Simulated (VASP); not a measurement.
## SiC (Moissanite 3C): band structure with LDA

**Experimental background.**

“Insight into the structural, elastic and electronic properties of a new orthorhombic 6O-SiC polytype”, 2020, pmc:7200658 quotes, for a bulk crystal of SiC: band gap 2.4 eV (indirect).

SiC (Moissanite 3C):

```xyz
2
Lattice="0.0000 2.1790 2.1790 2.1790 0.0000 2.1790 2.1790 2.1790 0.0000" Properties=species:S:1:pos:R:3 pbc="T T T"
Si    0.0000    0.0000    0.0000
C     1.0895    1.0895    1.0895
```

```yaml
Program: VASP 6.6.1
Task: band structure
Functional: LDA
Potentials_or_basis: VASP PAW LDA potentials, release 64 (Si, C)
Cutoff: 520 eV
k_mesh: 10 × 10 × 10
Occupations: gaussian, width 0.03 eV
Spin: no spin polarisation
Further_INCAR_settings: ALGO = Fast; EDIFF = 1e-07; NBANDS = 11
```

```
Pressure                : -4.0 GPa
Band gap on the k mesh  : 1.30 eV, indirect (least direct gap 4.50 eV)
Band gap along the path : 1.30 eV, indirect (least direct gap 4.50 eV)
```

Levels at the corners of the path, in eV from the valence-band top:
```csv
point,band 1,band 2,band 3,band 4,band 5,band 6,band 7,band 8
Γ,-15.32,0.00,0.00,0.00,6.29,7.19,7.19,7.19
X,-10.21,-7.81,-3.19,-3.19,1.30,4.19,13.83,13.83
X,-10.21,-7.81,-3.19,-3.19,1.30,4.19,13.83,13.83
W,-9.97,-7.03,-5.02,-4.71,5.13,9.34,9.36,9.61
W,-9.97,-7.03,-5.02,-4.71,5.13,9.34,9.36,9.61
K,-10.21,-7.28,-5.57,-2.60,3.03,7.65,11.70,12.30
K,-10.21,-7.28,-5.57,-2.60,3.03,7.65,11.70,12.30
Γ,-15.32,0.00,0.00,0.00,6.29,7.19,7.19,7.19
Γ,-15.32,0.00,0.00,0.00,6.29,7.19,7.19,7.19
L,-11.70,-8.56,-1.05,-1.05,5.39,7.13,7.13,9.92
L,-11.70,-8.56,-1.05,-1.05,5.39,7.13,7.13,9.92
U,-10.21,-7.28,-5.57,-2.60,3.03,7.65,11.70,12.30
U,-10.21,-7.28,-5.57,-2.60,3.03,7.65,11.70,12.30
W,-9.97,-7.03,-5.02,-4.71,5.13,9.34,9.36,9.61
W,-9.97,-7.03,-5.02,-4.71,5.13,9.34,9.36,9.61
L,-11.70,-8.56,-1.05,-1.05,5.39,7.13,7.13,9.92
L,-11.70,-8.56,-1.05,-1.05,5.39,7.13,7.13,9.92
K,-10.21,-7.28,-5.57,-2.60,3.03,7.65,11.70,12.30
U,-10.21,-7.28,-5.57,-2.60,3.03,7.65,11.70,12.30
X,-10.21,-7.81,-3.19,-3.19,1.30,4.19,13.83,13.83
```

Run time: 22 s on 1 thread of Intel(R) Xeon(R) Platinum 8488C (Sapphire Rapids), on a shared host, peak memory 0.13 GiB.

Against the measured gap of SiC, 2.4 eV (indirect; quoted in “Insight into the structural, elastic and electronic properties of a new orthorhombic 6O-SiC polytype”, 2020, pmc:7200658), the calculated 1.30 eV is off by -1.10 eV. The value is that of LDA, without temperature or zero-point motion. Semilocal functionals fall short of measured gaps as a rule.
